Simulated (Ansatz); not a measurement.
## From barrier to diffusion: H in ZrS2

Theory: DFT PBE, scalar-relativistic, plane waves, PAW in Ansatz. Settings: 420 eV cutoff, 2×2×2 k-mesh, shifted by half a step, Gaussian smearing of 0.02 eV, no spin polarisation.

Host crystal, relaxed:

```xyz
3
Lattice="3.6852 0.0000 0.0000 -1.8426 3.1915 0.0000 0.0000 0.0000 6.7579" Properties=species:S:1:pos:R:3 pbc="T T T"
Zr    0.0000    0.0000    0.0000
S     1.8426    1.0638    5.3096
S     0.0000    2.1277    1.4483
```

In a supercell of 24 host sites with charge -1, interstitial H hops to an equivalent place, moving 2.41 Å. Climbing-image nudged elastic band at fixed cell; the order of the saddle wasn't checked, and the small cell leaves errors of about a tenth of an eV. Zero-point motion and tunnelling, which matter for H, are left out.

| image | path (Å) | E − E(0) (eV) |
| --- | --- | --- |
| 0 | 0.00 | 0.000 |
| 1 | 0.76 | 0.145 |
| 2 | 1.51 | 0.741 |
| 3 | 2.27 | 0.145 |
| 4 | 3.03 | 0.000 |

Problem. What are the barriers forward and back, and what attempt frequency does the shape suggest?

Solution. Forward 0.74 eV, back 0.74 eV, the ends being level. For a sinusoidal profile E_b sin²(πx/l), with the H atom alone moving, ν = (1/l)√(E_b/2m) = 2.5×10¹³ s⁻¹, within an order of magnitude of the customary 10¹³ s⁻¹; a true prefactor needs the vibrations at the minimum and at the saddle.

Problem. With ν = 10¹³ s⁻¹, give the forward jump rate along this one path, the wait 1/k for that jump, the diffusivity D ≈ l²k and the distance √(Dt) covered in an hour at 300, 600 and 1000 K, taking the host as solid throughout.

Solution. k = ν exp(−E_b/k_BT):
```tsv
T (K)	k (1/s)	wait (s)	D (cm²/s)	√(Dt) in 1 h (nm)
300	3.5	0.28	2.1×10⁻¹⁵	27
600	6.0×10⁶	1.7×10⁻⁷	3.4×10⁻⁹	3.5×10⁴
1000	1.8×10⁹	5.4×10⁻¹⁰	1.1×10⁻⁶	6.2×10⁵
```

D = l²k holds for six equivalent jumps in three dimensions (z l²k/6) and is a scale otherwise. Long-range transport needs a connected net of such jumps, and traps slow it. D is that of an interstitial already there. An error of 0.1 eV in the barrier changes k by a factor of 48 at 300 K and 3.2 at 1000 K.

Cost: 1 run of about 7.9 core-minutes, on Intel Xeon 6975P-C (Granite Rapids) (shared hosts).